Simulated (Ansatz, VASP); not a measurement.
# TiO2 in two plane-wave programs

One calculation is typed for both programs; each brings its own data sets. How far apart do they land? Of the first pair: The cell is taken from a series of runs on this material, whose earlier steps may have relaxed, scaled, displaced or heated it; both programs get it as it stands.

Program: Ansatz 0.2.0. Level of theory: plane waves, with VASP 6.6.1 beside it; relaxation of cell and atoms at PBEsol and single point at PBEsol. Results are calculated unless marked as measured.

### Step 1. The starting structure

It takes space group P4_2/mnm (No. 136, tetragonal). Conventional cell: a = 4.591 Å, b = 4.591 Å, c = 2.939 Å, α = 90.00°, β = 90.00°, γ = 90.00°. Nearest to Ti lie 6 O at 1.94 to 1.98 Å. Nearest to O lie 3 Ti at 1.94 to 1.98 Å. Farther neighbours and most contacts between anions are not listed.

Coordinates:

```cif
data_structure
_symmetry_space_group_name_H-M 'P 1'
_symmetry_Int_Tables_number 1
_cell_length_a 4.5913
_cell_length_b 4.5913
_cell_length_c 2.9392
_cell_angle_alpha 90.000
_cell_angle_beta 90.000
_cell_angle_gamma 90.000
_cell_volume 61.96
loop_
_atom_site_label
_atom_site_type_symbol
_atom_site_fract_x
_atom_site_fract_y
_atom_site_fract_z
_atom_site_occupancy
Ti1 Ti 0.00000 0.00000 0.00000 1
Ti2 Ti 0.50000 0.50000 0.50000 1
O3 O 0.30440 0.30440 0.00000 1
O4 O 0.19560 0.80440 0.50000 1
O5 O 0.69560 0.69560 0.00000 1
O6 O 0.80440 0.19560 0.50000 1
```

### Step 2. Ansatz: relaxation of cell and atoms, PBEsol

Ansatz runs on its PAW soft_1 files.

The relaxed volume is the usual yardstick between codes: in a stiff, nearly cubic crystal its relative difference is about their pressure difference at one cell divided by the bulk modulus.

Contents of input.yaml:

```yaml
crystal:
  lattice:
    - [4.5913155314, 0.0, 0.0]
    - [0.0, 4.5913155314, 0.0]
    - [0.0, 0.0, 2.9392163727]
  atoms:
    - { symbol: Ti, position: [0.0, 0.0, 0.0] }
    - { symbol: Ti, position: [0.5, 0.5, 0.5] }
    - { symbol: O, position: [0.3044004931, 0.3044004931, 0.0] }
    - { symbol: O, position: [0.1955995069, 0.8044004931, 0.5] }
    - { symbol: O, position: [0.6955995069, 0.6955995069, 0.0] }
    - { symbol: O, position: [0.8044004931, 0.1955995069, 0.5] }
kpoints:
  mp_grid: { grid: [6, 6, 9] }
scf:
  occupations: { method: fermi_dirac, width: 0.02 }
hamiltonian:
  xc: pbesol
  pseudopotentials: { kind: paw, azcp: { folder: soft_1 }, xc_functional: pbe }
basis:
  ecutwfc: 600
output:
  forces: true
  stress: true
relax:
  f_tol: 0.005
  max_steps: 70
  cell: { stress_tol: 0.02, p_target: 0 }
```

Run with:

```
> ansatz run input.yaml --threads 4 --pin off --max-ram 10240MiB --backend cpu --events-out ev --progress --plain --runs-dir out
```

Numbers of over 12 decimals in the logs are rounded to 6 here.

Log:

```text
Engine: ansatz 0.2.0, aarch64-unknown-linux-gnu
Pseudopotentials: kind: paw
Pseudopotential: Ti, paw, valence charge 12, recommended cutoff 420 eV (normal), soft_1/Ti.paw.azcp
Pseudopotential: O, paw, valence charge 6, recommended cutoff 420 eV (normal), soft_1/O.paw.azcp
Functional definition: PBEsol
  exchange = pbesol_x
  correlation = pbesol_c
Crystal: 6 atoms, lattice volume = 61.959 Å³
Basis set: ecut = 600 eV, 2063 PW (Γ), exchange–correlation on 80×80×48 points (8 copies of the dense FFT grid, shifted against one another)
Bands: 30, of which v1, the nominal top of the filled ones, is band 24 counted from 1 (23 counted from 0)
Symmetry: 16 space group operations
Space group: P42/mnm (ITA 136), of the structure as read, at distance tolerance 4.0e-5 Å
k-points: 50 of 324
Non-local potential: Ti, projectors of the file, l = 0: 3, l = 1: 2, l = 2: 3, l = 3: 1
Non-local potential: O, projectors of the file, l = 0: 2, l = 1: 2, l = 2: 1
PAW form: soft (Blöchl's): semilocal exchange-correlation on the pseudo side does not see the compensation charge
PAW frozen core: Ti, regenerated for the run's functional, and the local potential with it (the file was generated under x = pbe(κ = 0.804, μ = 0.219515), c = pbe(β = 0.066725))
PAW frozen core: O, regenerated for the run's functional, and the local potential with it (the file was generated under x = pbe(κ = 0.804, μ = 0.219515), c = pbe(β = 0.066725))
PAW one-centre angular grid: Ti, 590 points (default); XC on 64 Gauss nodes
PAW one-centre angular grid: O, 110 points (default); XC on 64 Gauss nodes
Initial density: superposition of atomic densities (chi_scale 0.1, normalization cell, long waves kept (reshape's long-wave potential 0.00 eV rms))
Initial wavefunctions: pseudopotential atomic-orbital guess
Functional: x = pbesol(κ = 0.804, μ = 0.123457), c = pbesol(β = 0.046)
SCF iter   1: F=—  HF=-7199.779990 eV  |F-HF|=—  |Δ(HF+E_count)|=         —  Δρ=5.54e-2  dr2=1.77e0  ethr=3.10e-3  ⟨swp⟩=5.8  Hψ=5308  notcnv=0
preconditioner: auto → Resta (q_TF=auto, 2.615 Å⁻¹)  ε∞=8.6  [insulator: Δε(μ)=1.971 eV  Ē_g=9.661 eV  σ=0.020 eV  W_gap=1.00  n_scr=18 (ndim 8)  ℏωp=26.7 eV  f_vac=0.000  D(μ)=0.00/eV (n_scr^D=0)  ε∞_Penn≈8.6]
SCF iter   2: F=—  HF=-7199.687271 eV  |F-HF|=—  |Δ(HF+E_count)|=   9.27e-2  Δρ=3.22e-2  dr2=5.80e-1  ethr=3.10e-3  ⟨swp⟩=2.0  Hψ=2125  notcnv=0  defer=75
SCF iter   3: F=—  HF=-7199.640843 eV  |F-HF|=—  |Δ(HF+E_count)|=   4.64e-2  Δρ=5.91e-3  dr2=2.76e-2  ethr=1.21e-3  ⟨swp⟩=2.4  Hψ=2408  notcnv=0  defer=75
SCF iter   4: F=—  HF=-7199.643405 eV  |F-HF|=—  |Δ(HF+E_count)|=   2.56e-3  Δρ=1.91e-3  dr2=2.77e-3  ethr=5.76e-5  ⟨swp⟩=2.5  Hψ=2355  notcnv=0  defer=75
SCF iter   5: F=—  HF=-7199.644517 eV  |F-HF|=—  |Δ(HF+E_count)|=   1.11e-3  Δρ=4.28e-4  dr2=1.04e-4  ethr=5.77e-6  ⟨swp⟩=2.0  Hψ=2232  notcnv=0  defer=75
SCF iter   6: F=—  HF=-7199.644575 eV  |F-HF|=—  |Δ(HF+E_count)|=   5.78e-5  Δρ=1.11e-4  dr2=8.17e-6  ethr=2.16e-7  ⟨swp⟩=2.0  Hψ=2225  notcnv=0  defer=75
SCF iter   7: F=—  HF=-7199.644619 eV  |F-HF|=—  |Δ(HF+E_count)|=   4.34e-5  Δρ=2.92e-5  dr2=5.27e-7  ethr=1.70e-8  ⟨swp⟩=2.1  Hψ=2139  notcnv=0  defer=75
SCF iter   8: F=-7199.644619 eV  HF=-7199.644619 eV  |F-HF|=6.71e-9  |Δ(HF+E_count)|=   2.71e-7  Δρ=5.01e-6  dr2=1.10e-8  ethr=2.08e-10  ⟨swp⟩=4.0  Hψ=4886  notcnv=0
SCF 1 converged in 8 iterations: F = -7199.644619 eV  dr2 = 1.10e-8
  greatest PAW one-centre occupation: 0.999 electrons in one spin orbital (limit 2), on the Ti atom at site 1 (counted from 0), in its partial waves of l = 0
relax step   1: F+E_penalty+E_count = -7199.64461885 eV  Δ(F+E_penalty+E_count) = +0.000e0 eV  max|allowed force component| = 1.900e-3 eV/Å  Δτ_max = 0.0000 Å  P = +0.003 GPa  Ω = 61.959 Å³  (8 SCF iters, dr2 threshold 1.00e-7 eV, accepted)
Initial density: handed on by an earlier stage of this run
Initial wavefunctions: pseudopotential atomic-orbital guess (no wavefunctions were taken with the density)
iter 1 solved again at ethr=4.57e-8 eV; its pass at ethr=3.10e-3 eV (dr2=2.19e-5 eV) is discarded
SCF iter   1: F=—  HF=-7199.644580 eV  |F-HF|=—  |Δ(HF+E_count)|=         —  Δρ=5.27e-6  dr2=1.18e-8  ethr=4.57e-8  ⟨swp⟩=3.5  Hψ=9721  notcnv=0
preconditioner: auto → Resta (q_TF=auto, 2.615 Å⁻¹)  ε∞=8.9  [insulator: Δε(μ)=1.871 eV  Ē_g=9.483 eV  σ=0.020 eV  W_gap=1.00  n_scr=18 (ndim 8)  ℏωp=26.7 eV  f_vac=0.014  D(μ)=0.00/eV (n_scr^D=0)  ε∞_Penn≈8.9]
SCF iter   2: F=—  HF=-7199.644619 eV  |F-HF|=—  |Δ(HF+E_count)|=   3.91e-5  Δρ=3.33e-6  dr2=5.57e-9  ethr=2.45e-11  ⟨swp⟩=2.3  Hψ=2727  notcnv=0
SCF iter   3: F=—  HF=-7199.644619 eV  |F-HF|=—  |Δ(HF+E_count)|=   3.72e-9  Δρ=3.11e-6  dr2=5.28e-9  ethr=1.16e-11  ⟨swp⟩=2.0  Hψ=2300  notcnv=0
SCF iter   4: F=—  HF=-7199.644619 eV  |F-HF|=—  |Δ(HF+E_count)|=  8.00e-11  Δρ=7.79e-7  dr2=2.57e-10  ethr=1.10e-11  ⟨swp⟩=2.1  Hψ=1848  notcnv=0
SCF iter   5: F=-7199.644619 eV  HF=-7199.644619 eV  |F-HF|=6.37e-12  |Δ(HF+E_count)|=  2.18e-11  Δρ=1.57e-7  dr2=9.09e-12  ethr=1.00e-12  ⟨swp⟩=4.6  Hψ=7040  notcnv=0
SCF 2 converged in 5 iterations: F = -7199.644619 eV  dr2 = 9.09e-12
relax step   2: F+E_penalty+E_count = -7199.64461885 eV  Δ(F+E_penalty+E_count) = -1.171e-9 eV  max|allowed force component| = 1.892e-3 eV/Å  Δτ_max = 0.0000 Å  P = +0.003 GPa  Ω = 61.959 Å³  stress off target by 1.79e-2 GPa  SCF on the basis re-selected at this cell (its energy is not comparable with the rows above)  (5 SCF iters)
basis re-selected at this cell: Δ(F+E_penalty+E_count) = -1.171e-9 eV, ΔP = +0.000 GPa vs the last step (what re-selecting the basis moved, of the pressure what is left beyond the Pulay correction that the steps carried, after the strain that the cell walked since its last selection, with what the two solves' SCF thresholds leave and, on support functions, any second-order correction that the steps lacked; it is no m [...]
SCF converged after 5 iterations
Free energy (F): -7199.644619 eV
Harris-Foulkes:  -7199.644619 eV  (|F-HF|=6.37e-12)
Internal energy: -7199.644619 eV  (E = F + TS)
E sigma→0 (E₀):  -7199.644619 eV
Fermi energy:    9.967133 eV
--- Per-component energies (eV) ---
  E_band       = -392.825074
  E_kinetic    = 1229.355593
  E_local      = -3179.784646  (includes V_loc(G=0)·N_el)
  E_nonlocal   = 327.365287
  E_hartree    = 1198.430136
  E_xc         = -514.618525
  E_vxc        = -654.662803  (∫ρ·V_xc dr)
  E_paw        = -2657.140938  (= ΣΔE_a)
  E_vpaw       = -511.959478  (= ΣTr[D̂ρ^β])
  E_aug_tail   = 0.000753  (compensation charges beyond the density's cutoff)
  E_ewald      = -3603.672199
  E_core_change = 0.419921  (= ΣΔE_core)
  E_smearing   = -0.000000  (= −TS)
  E_closure    = -0.000000  (closes the sum)
  Σ components = -7199.644619   (vs F -7199.644619, Δ=0.00e0)
--- Forces (eV/Å), atoms counted from 1 ---
  atom   1  Ti     0.00000000    -0.00000000     0.00000000
  atom   2  Ti     0.00000000     0.00000000     0.00000000
  atom   3  O      0.00189155     0.00189155     0.00000000
  atom   4  O     -0.00189155     0.00189155     0.00000000
  atom   5  O     -0.00189155    -0.00189155     0.00000000
  atom   6  O      0.00189155    -0.00189155     0.00000000
  max |Σ_I F_I| component: 2.60e-18 eV/Å
--- Stress (GPa, compression-positive) ---
        0.013919       0.000000       0.000000
        0.000000       0.013919       0.000000
        0.000000       0.000000      -0.017869
  P = ⅓ Tr σ = 0.0033 GPa (0.033 kbar)
--- Relaxed structure (1 steps of the walk, 1 accepted, 1 SCFs on fresh bases) ---
  F+E_penalty+E_count = -7199.64461885 eV   max|allowed force component| = 1.892e-3 eV/Å   (the final SCF, on the basis selected at the relaxed cell)
  cell:  # Å, volume = 61.9592 Å³
    - [4.5913155314, 0.0, 0.0]
    - [0.0, 4.5913155314, 0.0]
    - [0.0, 0.0, 2.9392163727]
  atoms:
    - { symbol: Ti, position: [0.0, 0.0, 0.0] }
    - { symbol: Ti, position: [0.5, 0.5, 0.5] }
    - { symbol: O, position: [0.3044004931, 0.3044004931, 0.0] }
    - { symbol: O, position: [0.1955995069, 0.8044004931, 0.5] }
    - { symbol: O, position: [0.6955995069, 0.6955995069, 0.0] }
    - { symbol: O, position: [0.8044004931, 0.1955995069, 0.5] }
```

(Continued in part 2 of 3.)

[Lines on the potential files, build, host, timing and source positions are cut from VASP's logs without a mark.]

[Logs are printed without paths, hosts, clocks, repeated set-up lines and the standing remarks that a program may print on its own settings, such as how far it seeks lower states.]

[Hosts, paths, dates, database ids (printed as entryN), source tags and the programs' standing remarks are cut or masked in the printed files.]
